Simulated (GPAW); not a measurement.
CdSe (Cadmoselite):

```xyz
4
Lattice="4.3000 0.0000 0.0000 -2.1500 3.7239 0.0000 0.0000 0.0000 7.0200" Properties=species:S:1:pos:R:3 pbc="T T T"
Cd    2.1500    1.2413    3.5100
Cd    0.0000    2.4826    0.0000
Se    2.1500    1.2413    6.2127
Se    0.0000    2.4826    2.7027
```

Base run:

```yaml
Program: GPAW 26.7.0
Functional: LDA
Potentials_or_basis: JTH PAW 2.0, LDA
Cutoff: 600 eV
Basis: pw
k_mesh: 5 × 5 × 3
Occupations: fermi-dirac, width 0.05 eV
Spin: no spin polarisation
```

Its results: band gap on the k mesh 0.41 eV, direct; pressure -1.7 GPa; largest force 0.258 eV/Å.

Question: The run is repeated on the same cell with these changes: potentials or basis from JTH PAW 2.0, LDA to the program's PAW data sets (release 1.2.1) made for this functional; spin from no spin polarisation to spin-orbit coupling, no magnetisation. What comes out?

Answer: Band gap on the k mesh 0.29 eV, direct; pressure -2.0 GPa; largest force 0.256 eV/Å.

Spin-orbit coupling splits the band edges, which narrows the gap.

Caveats: the program truncates these outside data sets (some runs); spin-orbit coupling was added after a scalar SCF, so levels and gaps hold it while energy, forces, pressure and moments don't (some runs); this program's spin-orbit splittings come out too wide for heavy elements (some runs).

Not every run made on this cell is shown here.
